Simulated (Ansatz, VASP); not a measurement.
# MgO in VASP and in Ansatz

The input INCAR:

```
ALGO = Normal ; EDIFF = 1E-7
ENCUT = 520 ; GGA = PE
ISIF = 2 ; ISMEAR = 0
LASPH = True ; LCHARG = False
LREAL = False ; LWAVE = False
NBANDS = 11 ; NELM = 60
PREC = Accurate ; SIGMA = 0.05
```

KPOINTS

```
k-points
0
Gamma
  10 10 10
```

POSCAR

```
MgO
1.0
    0.0000000000      2.1351500000      2.1351500000
    2.1351500000      0.0000000000      2.1351500000
    2.1351500000      2.1351500000      0.0000000000
Mg O
1 1
Direct
    0.0878158443     -0.0878158443      0.0878158443
    0.5000000000      0.5000000000      0.5000000000
```

Input for Ansatz:

```yaml
crystal:
  lattice:
    - [0.0, 2.13515, 2.13515]
    - [2.13515, 0.0, 2.13515]
    - [2.13515, 2.13515, 0.0]
  atoms:
    - { symbol: Mg, position: [0.0878158443, -0.0878158443, 0.0878158443] }
    - { symbol: O, position: [0.5, 0.5, 0.5] }
basis:
  ecutwfc: 420
kpoints:
  mp_grid: { grid: [10, 10, 10] }
hamiltonian:
  xc: pbe
scf:
  occupations: { method: gaussian, width: 0.05 }
output:
  forces: true
  stress: true
  eigenvalues: true
```

Change from the starting cell: all Mg atoms moved +0.375 Å, as atom 1 along Cartesian [0 1 0].

Alike in both runs: task single point; functional PBE; k mesh 10 × 10 × 10; occupations gaussian, width 0.05 eV; no spin polarisation.

|  | VASP | Ansatz |
| --- | --- | --- |
| version | VASP 6.6.1 | Ansatz 0.2.0 |
| potentials or method | VASP PAW PBE potentials, release 64 (Mg, O) | scalar-relativistic, plane waves, PAW |
| plane-wave cutoff (eV) | 520 | 420 |
| valence electrons in the cell | 8 | 16 |

Ansatz gave:

* gap on the k mesh at the Fermi level (eV): 4.34
* least direct gap on the mesh (eV): 4.34
* pressure (GPa): 12.7
* largest component of the traceless stress (GPa): 33.25
* rms of the force components (eV/Å): 2.141

Task: Which values does VASP return?

Result: gap on the k mesh at the Fermi level (eV): 4.32; least direct gap on the mesh (eV): 4.32; pressure (GPa): 12.3; largest component of the traceless stress (GPa): 33.94; rms of the force components (eV/Å): 2.184.

Atom by atom the forces differ by 0.043 eV/Å (rms over components). The two sets of potentials don't hold the same shells in valence.

Caveats: forces of over 1 eV/Å show positions far from the minimum, so gaps and moduli don't describe the material at rest.
